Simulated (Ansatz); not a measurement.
**ZnSe: the crystal squeezed far**

Aim: compress ZnSe (NiAs type) step by step, far beyond the usual range, and follow pressure and electronic structure. The runs shown use PAW.

Program: Ansatz 0.2.0. Level of theory: DFT PBE, with the methods named in each step. These are calculated values, not measurements.

## Step 1: The system as given

Symmetry: P6_3/mmc, No. 194, hexagonal system. The conventional cell has a = 3.587 Å, b = 3.587 Å, c = 5.559 Å, α = 90.00°, β = 90.00°, γ = 120.00°. Around Zn (site symmetry -3m) lie 6 Se at 2.49 Å and 2 Zn at 2.78 Å. Se (site symmetry -6m2) has 6 Zn at 2.49 Å as nearest neighbours.

Coordinates:

```xyz
4
Lattice="3.5868 0.0000 0.0000 -1.7934 3.1062 0.0000 0.0000 0.0000 5.5595" Properties=species:S:1:pos:R:3 pbc="T T T"
Zn    0.0000    0.0000    0.0000
Zn    0.0000    0.0000    2.7797
Se    0.0000    2.0708    1.3899
Se    1.7934    1.0354    4.1696
```

Whether this phase is the stable one at these pressures isn't tested.

Atoms are numbered in the order of the input: Zn1, Zn2, Se3, Se4.

## Step 2: Cell relaxed at zero pressure, PAW

File input.yaml:

```yaml
crystal:
  lattice:
    - [3.5867670092, 0.0, 0.0]
    - [-1.7933835046, 3.1062313474, 0.0]
    - [0.0, 0.0, 5.5594888642]
  atoms:
    - { symbol: Zn, position: [0.0, 0.0, 0.0] }
    - { symbol: Zn, position: [0.0, 0.0, 0.5] }
    - { symbol: Se, position: [0.3333333333, 0.6666666667, 0.25] }
    - { symbol: Se, position: [0.6666666667, 0.3333333333, 0.75] }
kpoints:
  mp_grid: { grid: [10, 10, 6] }
scf:
  occupations: { method: fermi_dirac, width: 0.08 }
hamiltonian:
  xc: pbe
  pseudopotentials: { kind: paw }
output:
  forces: true
  stress: true
relax:
  f_tol: 0.005
  max_steps: 40
  cell: {}
```

Run with:

```
> ansatz run input.yaml --threads 1 --pin off --max-ram 3072MiB --backend cpu --events-out ev --progress --plain --runs-dir out
```

After this run come: Volume scaled by 1, PAW; Shape and atoms relaxed at 0.94 of the volume, PAW; Volume scaled by 0.94, PAW; Shape and atoms relaxed at 0.88 of the volume, PAW; Volume scaled by 0.88, PAW; Shape and atoms relaxed at 0.8 of the volume, PAW; Volume scaled by 0.8, PAW; Shape and atoms relaxed at 0.72 of the volume, PAW; Volume scaled by 0.72, PAW; Shape and atoms relaxed at 0.64 of the volume, PAW; Volume scaled by 0.64, PAW; Shape and atoms relaxed at 0.55 of the volume, PAW; Volume scaled by 0.55, PAW; Volume scaled by 0.55, PAW (source ansatz).

What does the calculation give? Wanted: PAW pressure at 0.55 of the volume; fitted bulk modulus at zero pressure.

As calculated:

| quantity | value |
| --- | --- |
| PAW pressure at 0.55 of the volume | 161.8 GPa |
| fitted bulk modulus at zero pressure (PAW) | 72 GPa |
| its pressure derivative | 4.35 |

What this shows: At 0.55 of the starting volume PAW gives 162 GPa. One third-order Birch-Murnaghan curve follows these points (B₀ = 72 GPa, B′ = 4.35, misfit at most 0.18 GPa). A fit over so wide a range leans to the high pressures, so B₀ can be off by several per cent. No all-electron run checks these rows here, and frozen cores can fail under such compression. The ions are at rest, and the electrons smeared by 0.08 eV.
